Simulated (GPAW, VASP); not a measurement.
Given: the input of a run of VASP 6.6.1 on CoO. 

File INCAR:

```
ALGO = Normal
EDIFF = 1E-6
ENCUT = 520
GGA = PS
ISIF = 2
ISMEAR = 0
ISPIN = 2
LASPH = T
LCHARG = F
LMAXMIX = 4
LORBIT = 11
LREAL = F
LWAVE = F
MAGMOM = 2 0
NBANDS = 18
NELM = 120
PREC = Accurate
SIGMA = 0.1
```

File KPOINTS:

```
k-points
0
Gamma
  12 12 12
```

Contents of POSCAR:

```
CoO
1.0
   -1.5080000000      1.5080000000      2.1072475377
    1.5080000000     -1.5080000000      2.1072475377
    1.5080000000      1.5080000000     -2.1072475377
Co O
1 1
Cartesian
    0.0000000000      0.0000000000      0.0000000000
    0.0000000000      0.0000000000      2.1072475377
```

Potentials or basis: VASP PAW PBE potentials, release 64 (Co, O).

The run is started by

```sh
$ cat potpaw_PBE.64/Co/POTCAR potpaw_PBE.64/O/POTCAR > POTCAR
$ mpirun -np 1 vasp_std > vasp.out
```

Task: Translate it to GPAW 26.7.0 (ASE script). Potentials or basis there: PAW data sets generated for this functional, cutoff 800 eV.

Result: As run (cutoffs and basis follow the program's own potentials, and thresholds, step limits or extra output files can differ):

The input run.py:

```python
from ase import Atoms
from ase.dft.bandgap import bandgap
from ase.io import write
from ase.units import GPa
from gpaw import GPAW, PW, setup_paths

setup_paths.insert(0, '.')

atoms = Atoms(['Co', 'O'],
              cell=[[-1.508, 1.508, 2.1072475377],
                    [1.508, -1.508, 2.1072475377],
                    [1.508, 1.508, -2.1072475377]],
              scaled_positions=[[0.0, 0.0, 0.0],
                                [0.5, 0.5, 0.0]],
              pbc=True)
atoms.set_initial_magnetic_moments([2.0, 0.0])

calc = GPAW(mode=PW(800),
            xc='PBEsol',
            kpts={'size': (12, 12, 12), 'gamma': True},
            occupations={'name': 'methfessel-paxton', 'order': 0, 'width': 0.1},
            nbands=17,
            convergence={'density': 1e-05, 'energy': 1e-05},
            maxiter=150,
            txt='gpaw.txt')
atoms.calc = calc
energy = atoms.get_potential_energy()
forces = atoms.get_forces()
stress = atoms.get_stress()
calc.write('gs.gpw')
write('result.traj', atoms)
print(f'Energy: {energy:.6f} eV')
print('Forces (eV/A):')
print(forces.round(4))
print('Stress (GPa):', (stress / GPa).round(3))
print('Moments:', calc.get_magnetic_moments().round(3))
print('Fermi level:', round(calc.get_fermi_level(), 4), 'eV')
print(f'Gap: {bandgap(calc)[0]:.4f} eV, direct: {bandgap(calc, direct=True)[0]:.4f} eV')
```

Potentials or basis: PAW data sets generated in the run's folder for this functional, pw.

Launch:

```sh
$ gpaw-setup -f PBEsol Co O
$ OMP_NUM_THREADS=1 python run.py
```

Both were run:

|  | VASP | GPAW |
| --- | --- | --- |
| Pressure | -9.8 GPa | -8.2 GPa |
| Net moment | 2.93 μB per cell | 2.95 μB per cell |

VASP's potentials were made for PBE.

The magnetic state is the one that the start led to; the real crystal's order can differ.

Pressure is positive in compression.
